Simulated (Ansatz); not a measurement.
**How far is PAW off for Os?**

```
Os
1.0
     0.00000    1.94500    1.94500
     1.94500    0.00000    1.94500
     1.94500    1.94500    0.00000
Os
1
Direct
  0.00000 0.00000 0.00000
```

The cell comes from COD entry 1534943, which wasn't checked; take it as a given geometry.

No spin–orbit coupling, which matters for the heavy atoms here.

Methods: DFT, PBE, PAW with Ansatz's default frozen-core files, scalar-relativistic (Ansatz 0.2.0); DFT, PBE, all-electron PAW with datasets made for the crystal, scalar-relativistic (Ansatz 0.2.0); DFT, PBE, all-electron LAPW, scalar-relativistic (Ansatz 0.2.0).

For PAW: a Γ-centred 14×14×14 k mesh, Fermi–Dirac smearing of 0.03 eV, cutoff 420 eV, no spin polarisation. The crystal-made all-electron datasets (AE datasets) take a cutoff of 300 eV at this cell. LAPW targets a basis error of 0.25 meV/atom. The Ansatz runs share mesh, smearing and spin set-up. Plane-wave (PAW) pressures include the program's estimate of the Pulay term.

Stress and pressure are positive in compression.

Levels count from the Fermi level.

```tsv
quantity	PAW	AE datasets	LAPW
pressure (GPa)	-9.45	-9.43	-9.43
highest filled level at U (eV)	-1.874	-1.874	-1.874
lowest empty level at U (eV)	0.341	0.341	0.341
highest filled level at L (eV)	-0.186	-0.185	-0.185
lowest empty level at L (eV)	2.334	2.335	2.335
highest filled level at W (eV)	-0.701	-0.702	-0.702
lowest empty level at W (eV)	2.979	2.979	2.979
```

PAW's pressure differs from the LAPW value by -0.02 GPa.
